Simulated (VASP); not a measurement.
A run of VASP 6.6.1 is set up as follows.

INCAR

```
PREC = Accurate
ENCUT = 600
EDIFF = 1E-7
ISMEAR = 0
SIGMA = 0.03
LREAL = F
LASPH = T
NELM = 80
ALGO = Normal
ISIF = 3
LWAVE = F
LCHARG = F
IBRION = 2
NSW = 90
EDIFFG = -0.005
KPAR = 4
```

The input KPOINTS:

```
Automatic mesh
0
Gamma
  6 6 6
```

POSCAR

```
Cs2AgBiBr6                              
1.0
   -3.8443570747      3.8443571433      5.5879638583
    3.8443570747     -3.8443571433      5.5879638583
    3.8443571433      3.8443570747     -5.5879638583
  Cs              Bi              Ag              Br            
     2     1     1     6
Direct
     0.2500000000000000    0.7500000000000000    0.5000000000000000
     0.7500000000000000    0.2500000000000000    0.5000000000000000
     0.0000000000000000    1.0000000000000000    0.0000000000000000
     0.5000000000000000    0.5000000000000000    0.0000000000000000
     0.7851259449438877    0.2973733331242902    0.0824992780681777
     0.2148740550561124    0.7026266668757098    0.9175007219318223
     0.2973733331242902    0.2148740550561124    0.5122473881803953
     0.7026266668757098    0.7851259449438877    0.4877526118196046
     0.2534080040812947    0.2534080040812947    0.0000000000000000
     0.7465919959187052    0.7465919959187052    0.0000000000000000
```

Potentials or basis: VASP PAW LDA potentials, release 64 (Cs_sv, Bi_d, Ag, Br).

Run with:

```bash
$ cat potpaw_LDA.64/Cs_sv/POTCAR potpaw_LDA.64/Bi_d/POTCAR potpaw_LDA.64/Ag/POTCAR potpaw_LDA.64/Br/POTCAR > POTCAR
$ mpirun -np 4 vasp_std > vasp.out
```

Task: Estimate the band gap on the k mesh.

Result: 1.16 eV, indirect (least direct gap 2.26 eV).

Forces on the atoms (eV/Å):
```
Cs   0.000  0.000  0.000
Cs   0.000  0.000  0.000
Bi   0.000  0.000  0.000
Ag   0.000  0.000  0.000
Br   0.004  0.000  0.000
Br  -0.004  0.000  0.000
Br   0.000  0.004  0.000
Br   0.000 -0.004  0.000
Br   0.000  0.000  0.000
Br   0.000  0.000  0.000
```

Caveat: the relaxation stopped at its first step, so nothing moved; spin-orbit coupling is left out, which as a rule narrows the gap of such compounds by several tenths of an eV. LDA gaps usually lie below the measured ones, often by a third to a half.
